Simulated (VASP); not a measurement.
**GaAs: band structure with PBE**

The system is GaAs.

```
As Ga
1.0
     0.00000    2.82685    2.82685
     2.82685    0.00000    2.82685
     2.82685    2.82685    0.00000
As Ga
1 1
Direct
  0.75000 0.75000 0.75000
  0.00000 0.00000 0.00000
```

- Program: VASP 6.6.1
- Task: band structure
- Functional: PBE
- Potentials or basis: VASP PAW PBE potentials, release 64 (As, Ga_d)
- Cutoff: 520 eV
- k mesh: 6 × 6 × 6
- Occupations: gaussian, width 0.02 eV
- Spin: spin-orbit coupling, no magnetisation
- Ladder: gaps
- Further INCAR settings: ALGO = Fast; EDIFF = 1e-06; NBANDS = 30

| Quantity | Value |
| --- | --- |
| Pressure | 3.5 GPa |
| Valence electrons inside the program's atomic spheres | As 2.84; Ga 11.68 |

It took 2.2 min on 2 MPI ranks on Intel(R) Xeon(R) 6975P-C (Granite Rapids), with other jobs on the host, peak memory 0.31 GiB a rank.
